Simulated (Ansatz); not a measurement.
Runs of Ansatz 0.2.0 on TiAl3. Symmetry: I4/mmm, No. 139, tetragonal system. Conventional cell: a = 3.822 Å, b = 3.822 Å, c = 8.561 Å, α = 90.00°, β = 90.00°, γ = 90.00°. Ti (site symmetry 4/mmm) has 12 Al at 2.70 to 2.87 Å as nearest neighbours. Al (site symmetry -4m2) is surrounded by 8 Al at 2.70 to 2.87 Å and 4 Ti at 2.87 Å. Around Al (site symmetry 4/mmm) lie 4 Ti at 2.70 Å and 8 Al at 2.87 Å. The cell comes from a database or a generator and needn't be the stable form of this composition.

```csv
level,cell,cutoff (eV),target pressure (GPa),gap on the mesh (eV),pressure (GPa),relaxed volume (Å³/atom)
revPBE,relaxed,420,-,none,0.0,16.19
BLYP,relaxed,420,-,none,0.0,16.44
PBEsol,relaxed,420,0,none,0.0,15.57
PBEsol,relaxed to 10 GPa,420,10,none,10.0,-
r2SCAN,relaxed,500,-,none,0.0,15.65
PBEsol,relaxed to 5 GPa,420,5,none,5.0,-
RPBE,relaxed,420,-,none,0.0,(b)
LDA,relaxed,420,-,none,0.0,(a)
```

Alike in all rows: task relaxation of cell and atoms; potentials or basis Ansatz PAW; no spin polarisation; k mesh 10 × 10 × 10; smearing fermi-dirac 0.05 eV.

Task: Fill in the values left out.

Result: (a) 15.15; (b) 16.28.

Caveats: the plane-wave basis is chosen anew once the cell has moved, so the energies of steps on either side of that aren't comparable; the PAW data sets come from PBE, with cores solved anew for the run's functional, which leaves a small shift of forces and pressure.

A gap of «none» marks a metal or a gap under the smearing width.

Runs at the PBE level aren't shown here.
